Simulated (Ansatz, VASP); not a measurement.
# H2Pt: VASP beside Ansatz

```
H Pt
1.0
     2.70395    0.00000    0.00000
    -1.35197    2.34169    0.00000
     0.00000    0.00000    4.47870
H Pt
2 1
Direct
  0.00000 0.00000 0.39746
  0.00000 0.00000 0.60254
  0.00000 0.00000 0.00000
```

Alike in both runs: task relaxation of cell and atoms; functional PBE; k mesh 21 × 21 × 10; occupations gaussian, width 0.1 eV; no spin polarisation.

```csv
,VASP,Ansatz
version,VASP 6.6.1,Ansatz 0.2.0
potentials or method,"VASP PAW PBE potentials, release 64 (H, Pt)","scalar-relativistic, plane waves, PAW"
plane-wave cutoff (eV),600,420
valence electrons in the cell,12,20
```

Ansatz gave:

* gap on the k mesh at the Fermi level, each at its own relaxed structure (eV): none
* relaxed volume (Å³/atom): 9.43
* relaxed cell length with the largest relative difference (Å): 2.709

**Question.** What did VASP give for the same quantities?

**Answer.** gap on the k mesh at the Fermi level, each at its own relaxed structure (eV): none; relaxed volume (Å³/atom): 9.42; relaxed cell length with the largest relative difference (Å): 2.707.

A gap of «none» marks a metal or a gap that the smearing closes. The two sets of potentials don't hold the same shells in valence.

The runs have no spin-orbit coupling, so splittings on Pt are missing.
